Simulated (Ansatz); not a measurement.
Crystal: MoS2.

```
Mo S
1.0
     3.22746    0.00000    0.00000
    -1.61373    2.79507    0.00000
     0.00000    0.00000    6.31247
Mo S
1 2
Cartesian
  0.0000 0.0000 3.1562
  1.6137 0.9317 4.7008
  0.0000 1.8634 1.6117
```

Measurements of this composition are mostly on another form, of space group No. 194.

* Program: Ansatz 0.2.0
* Task: relaxation of cell and atoms
* Functional: PBEsol
* Dispersion: D4
* Potentials or basis: Ansatz PAW
* Cutoff: 420 eV (not typed: the program's choice for these potentials)
* k mesh: 9 × 9 × 4
* Occupations: fermi-dirac, width 0.05 eV
* Spin: no spin polarisation

At the start: volume 18.98 Å³/atom.

Task: How do energy, volume and symmetry change on relaxing?

Result: It ends after 7 steps and the volume is 16.28 Å³/atom (-14.2 %); space group P-3m1 (No. 164, to 0.05 Å).

The path:
```csv
step,energy change (eV),largest force (eV/Å),volume (Å³)
1,0.0000,0.0251,56.94
2,-0.1117,0.0666,49.74
3,-0.1316,0.0528,50.34
4,-0.1444,0.0296,49.12
5,-0.1447,0.0028,48.81
6,-0.1447,0.0001,48.85
7,-0.1441,0.0002,48.85
```

Final structure:
```
CELL_PARAMETERS angstrom
3.14445 0.00000 0.00000
-1.57222 2.72317 0.00000
0.00000 0.00000 5.70536
ATOMIC_POSITIONS crystal
Mo 0.00000 0.00000 0.50000
S 0.66667 0.33333 0.77546
S 0.33333 0.66667 0.22454
```

Caveat: the plane-wave basis is chosen anew once the cell has moved, so the energies of steps on either side of that aren't comparable; the PAW data sets come from PBE, with cores solved anew for the run's functional, which leaves a small shift of forces and pressure.
